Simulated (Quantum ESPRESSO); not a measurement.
# MoS2 (P-3m1) in Quantum ESPRESSO: reference runs, part 2 of 2

Quantum ESPRESSO 7.5. Earlier steps stand in the parts before.

## 3. Single point, PBE (atoms moved at random, drawn with an rms of 0.05 Å)

The input, pw.in:

```
&CONTROL
  calculation = 'scf'
  prefix = 'pwscf'
  outdir = './tmp'
  pseudo_dir = './pseudo'
  tprnfor = .true.
  tstress = .true.
  disk_io = 'nowf'
/
&SYSTEM
  ibrav = 0
  nat = 3
  ntyp = 2
  ecutwfc = 60
  ecutrho = 440
  nbnd = 20
  occupations = 'smearing'
  smearing = 'fd'
  degauss = 0.00367493
/
&ELECTRONS
  conv_thr = 6d-10
  electron_maxstep = 120
  mixing_beta = 0.5
/
ATOMIC_SPECIES
Mo    95.9500 Mo_ONCV_PBE-1.0.oncvpsp.upf
S     32.0600 s_pbe_v1.4.uspp.F.UPF
CELL_PARAMETERS angstrom
   3.2274645616    0.0000000000    0.0000000000
  -1.6137322808    2.7950663001    0.0000000000
   0.0000000000    0.0000000000    6.3124734200
ATOMIC_POSITIONS crystal
Mo    -0.0059710000   -0.0182670000    0.4992970000
S      0.6556410000    0.3222370000    0.7482370000
S      0.3338080000    0.6868770000    0.2525640000
K_POINTS automatic
9 9 4 0 0 0
```

Potentials or basis: SSSP 1.3 efficiency PBE.

Started as:

```sh
$ OMP_NUM_THREADS=1 pw.x -in pw.in > pw.out
```

It took 2.6 min on 1 thread of Arm Neoverse V1, shared host; peak memory 0.38 GiB.

Results (log left out):

```yaml
Free_energy: -2523.5013 eV
Pressure: -0.3 GPa
Largest_force: 0.568 eV/Å
Band_gap_on_the_k_mesh: none (metal or under the smearing width)
```

Forces on the atoms (eV/Å):
```
Mo  -0.257  0.376  0.265
S    0.052  0.134 -0.122
S    0.205 -0.510 -0.143
```

Stress tensor (GPa, compression positive):
```
 0.07 -0.43 -0.66
-0.43 -1.81  2.75
-0.66  2.75  0.71
```

Levels at points of the mesh, in eV from the Fermi level:
| k point | band 9 | band 10 | band 11 | band 12 | band 13 | band 14 | band 15 | band 16 | band 17 | band 18 |
| --- | --- | --- | --- | --- | --- | --- | --- | --- | --- | --- |
| (0.00, 0.00, 0.00) | -3.87 | -1.80 | -1.19 | -1.05 | -0.97 | -0.16 | -0.09 | 2.93 | 3.21 | 6.15 |
| (0.00, 0.00, -0.50) | -3.90 | -3.52 | -1.11 | -0.99 | -0.32 | -0.21 | -0.01 | 3.10 | 3.35 | 6.18 |

## 4. Single point, PBE, 17.84 Å³/atom

The input, pw.in:

```
&CONTROL
  calculation = 'scf'
  prefix = 'pwscf'
  outdir = './tmp'
  pseudo_dir = './pseudo'
  tprnfor = .true.
  tstress = .true.
  disk_io = 'nowf'
/
&SYSTEM
  ibrav = 0
  nat = 3
  ntyp = 2
  ecutwfc = 60
  ecutrho = 440
  nbnd = 20
  occupations = 'smearing'
  smearing = 'fd'
  degauss = 0.00367493
/
&ELECTRONS
  conv_thr = 6d-10
  electron_maxstep = 120
  mixing_beta = 0.5
/
ATOMIC_SPECIES
Mo    95.9500 Mo_ONCV_PBE-1.0.oncvpsp.upf
S     32.0600 s_pbe_v1.4.uspp.F.UPF
CELL_PARAMETERS angstrom
   3.1615794509    0.0000000000    0.0000000000
  -1.5807897255    2.7380081205    0.0000000000
   0.0000000000    0.0000000000    6.1836112739
ATOMIC_POSITIONS crystal
Mo     0.0000000000    0.0000000000    0.5000000000
S      0.6666666667    0.3333333333    0.7446806800
S      0.3333333333    0.6666666667    0.2553193200
K_POINTS automatic
9 9 4 0 0 0
```

Started as:

```sh
$ OMP_NUM_THREADS=1 pw.x -in pw.in > pw.out
```

Wall time 48 s (1 thread of Arm Neoverse V1, shared host); peak memory 0.26 GiB.

It converged, with:

- Free energy: -2523.4090 eV
- Pressure: 10.5 GPa
- Largest force: 1.366 eV/Å
- Band gap on the k mesh: none (metal or under the smearing width)

Caveat: this functional lacks dispersion, which binds the layers, so the pressure and a relaxed spacing across them are unreliable; forces of over 1 eV/Å show positions far from the minimum, so gaps and moduli don't describe the material at rest.

## 5. Single point, PBE, 18.22 Å³/atom

pw.in: that of step 4 with these lines changed.

```diff
@@ -29,5 +29,5 @@
 CELL_PARAMETERS angstrom
-   3.1615794509    0.0000000000    0.0000000000
-  -1.5807897255    2.7380081205    0.0000000000
-   0.0000000000    0.0000000000    6.1836112739
+   3.1838448285    0.0000000000    0.0000000000
+  -1.5919224143    2.7572905031    0.0000000000
+   0.0000000000    0.0000000000    6.2271592669
 ATOMIC_POSITIONS crystal
```

Started as:

```sh
$ OMP_NUM_THREADS=1 pw.x -in pw.in > pw.out
```

It took 49 s on 1 thread of Arm Neoverse V1, shared host; peak memory 0.27 GiB.

Results (log left out):

```yaml
Free_energy: -2523.4712 eV
Pressure: 7.0 GPa
Largest_force: 0.979 eV/Å
Band_gap_on_the_k_mesh: none (metal or under the smearing width)
```

Caveat: this functional lacks dispersion, which binds the layers, so the pressure and a relaxed spacing across them are unreliable.

## 6. Single point, PBE, 18.60 Å³/atom

pw.in: that of step 5 with these lines changed.

```diff
@@ -29,5 +29,5 @@
 CELL_PARAMETERS angstrom
-   3.1838448285    0.0000000000    0.0000000000
-  -1.5919224143    2.7572905031    0.0000000000
-   0.0000000000    0.0000000000    6.2271592669
+   3.2058030729    0.0000000000    0.0000000000
+  -1.6029015365    2.7763069006    0.0000000000
+   0.0000000000    0.0000000000    6.2701065500
 ATOMIC_POSITIONS crystal
```

Potentials or basis: SSSP 1.3 efficiency PBE.

Started as:

```sh
$ OMP_NUM_THREADS=1 pw.x -in pw.in > pw.out
```

Wall time 51 s (1 thread of Arm Neoverse V1, shared host); peak memory 0.27 GiB.

The run converged. Its results:

```
Free energy            : -2523.5098 eV
Pressure               : 3.9 GPa
Largest force          : 0.622 eV/Å
Band gap on the k mesh : none (metal or under the smearing width)
```

Caveat: this functional lacks dispersion, which binds the layers, so the pressure and a relaxed spacing across them are unreliable.

## 7. Single point, PBE, 18.98 Å³/atom

pw.in: that of step 6 with these lines changed.

```diff
@@ -29,5 +29,5 @@
 CELL_PARAMETERS angstrom
-   3.2058030729    0.0000000000    0.0000000000
-  -1.6029015365    2.7763069006    0.0000000000
-   0.0000000000    0.0000000000    6.2701065500
+   3.2274645616    0.0000000000    0.0000000000
+  -1.6137322808    2.7950663001    0.0000000000
+   0.0000000000    0.0000000000    6.3124734200
 ATOMIC_POSITIONS crystal
```

Started as:

```sh
$ OMP_NUM_THREADS=1 pw.x -in pw.in > pw.out
```

Run time: 49 s. Hardware: 1 thread of Arm Neoverse V1, shared host; peak memory 0.28 GiB.

The run converged. Its results:

| Quantity | Value |
| --- | --- |
| Free energy | -2523.5272 eV |
| Pressure | 1.0 GPa |
| Largest force | 0.291 eV/Å |
| Band gap on the k mesh | none (metal or under the smearing width) |

Caveat: this functional lacks dispersion, which binds the layers, so the pressure and a relaxed spacing across them are unreliable.

## 8. Single point, PBE, 19.36 Å³/atom

pw.in: that of step 7 with these lines changed.

```diff
@@ -29,5 +29,5 @@
 CELL_PARAMETERS angstrom
-   3.2274645616    0.0000000000    0.0000000000
-  -1.6137322808    2.7950663001    0.0000000000
-   0.0000000000    0.0000000000    6.3124734200
+   3.2488391220    0.0000000000    0.0000000000
+  -1.6244195610    2.8135772124    0.0000000000
+   0.0000000000    0.0000000000    6.3542790981
 ATOMIC_POSITIONS crystal
```

Started as:

```sh
$ OMP_NUM_THREADS=1 pw.x -in pw.in > pw.out
```

Wall time 49 s (1 thread of Arm Neoverse V1, shared host); peak memory 0.28 GiB.

The run converged. Its results:

```yaml
Free_energy: -2523.5255 eV
Pressure: -1.5 GPa
Largest_force: 0.016 eV/Å
Band_gap_on_the_k_mesh: none (metal or under the smearing width)
```

Caveat: this functional lacks dispersion, which binds the layers, so the pressure and a relaxed spacing across them are unreliable.

## 9. Single point, PBE, 19.74 Å³/atom

pw.in: that of step 8 with these lines changed.

```diff
@@ -29,5 +29,5 @@
 CELL_PARAMETERS angstrom
-   3.2488391220    0.0000000000    0.0000000000
-  -1.6244195610    2.8135772124    0.0000000000
-   0.0000000000    0.0000000000    6.3542790981
+   3.2699360711    0.0000000000    0.0000000000
+  -1.6349680355    2.8318477062    0.0000000000
+   0.0000000000    0.0000000000    6.3955418068
 ATOMIC_POSITIONS crystal
```

Potentials or basis: SSSP 1.3 efficiency PBE.

Started as:

```sh
$ OMP_NUM_THREADS=1 pw.x -in pw.in > pw.out
```

Wall time 50 s (1 thread of Arm Neoverse V1, shared host); peak memory 0.29 GiB.

The run converged. Its results:

```yaml
Free_energy: -2523.5068 eV
Pressure: -3.8 GPa
Largest_force: 0.301 eV/Å
Band_gap_on_the_k_mesh: none (metal or under the smearing width)
```

Caveat: this functional lacks dispersion, which binds the layers, so the pressure and a relaxed spacing across them are unreliable.

## 10. Single point, PBE, 20.12 Å³/atom

pw.in: that of step 9 with these lines changed.

```diff
@@ -29,5 +29,5 @@
 CELL_PARAMETERS angstrom
-   3.2699360711    0.0000000000    0.0000000000
-  -1.6349680355    2.8318477062    0.0000000000
-   0.0000000000    0.0000000000    6.3955418068
+   3.2907642509    0.0000000000    0.0000000000
+  -1.6453821255    2.8498854391    0.0000000000
+   0.0000000000    0.0000000000    6.4362788402
 ATOMIC_POSITIONS crystal
```

Started as:

```sh
$ OMP_NUM_THREADS=1 pw.x -in pw.in > pw.out
```

It took 50 s on 1 thread of Arm Neoverse V1, shared host; peak memory 0.29 GiB.

It converged, with:

| Item | Value |
| --- | --- |
| Free energy | -2523.4727 eV |
| Pressure | -5.8 GPa |
| Largest force | 0.564 eV/Å |
| Band gap on the k mesh | none (metal or under the smearing width) |

Caveat: this functional lacks dispersion, which binds the layers, so the pressure and a relaxed spacing across them are unreliable.

## 11. Equation of state, PBE

No new run: the results of the series are fitted here.

Results:

* Equilibrium volume: 19.14 Å³/atom
* Bulk modulus at fixed shape and positions: 129 GPa
* Pressure derivative of the bulk modulus: 4.4

Energy against volume, from the lowest point:
| volume (Å³/atom) | energy (meV/atom) |
| --- | --- |
| 17.843 | 39.38 |
| 18.222 | 18.65 |
| 18.602 | 5.80 |
| 18.982 | 0.00 |
| 19.361 | 0.55 |
| 19.741 | 6.80 |
| 20.120 | 18.15 |

Caveat: the cell was scaled at fixed shape and fractional positions, which overstates the stiffness of a crystal with free parameters, most of all of layers and chains; this functional lacks dispersion, which binds the layers, so the pressure and a relaxed spacing across them are unreliable.

## 12. The runs side by side

```csv
task,cell,gap on the mesh (eV),pressure (GPa),largest force (eV/Å)
single point,as given,none,1.0,0.29
single point,"atoms moved at random, drawn with an rms of 0.05 Å",none,-0.3,0.57
equation of state,as given,-,-,-
```

Alike in all rows: level PBE; potentials or basis SSSP 1.3 efficiency PBE; no spin polarisation; k mesh 9 × 9 × 4; cutoff (eV) 816; smearing fermi-dirac 0.05 eV.

Caveats: this functional lacks dispersion, which binds the layers, so the pressure and a relaxed spacing across them are unreliable (some runs); the cell was scaled at fixed shape and fractional positions, which overstates the stiffness of a crystal with free parameters, most of all of layers and chains (some runs).

Total energies depend on the potentials used, so only differences within one code and one set of settings carry meaning.
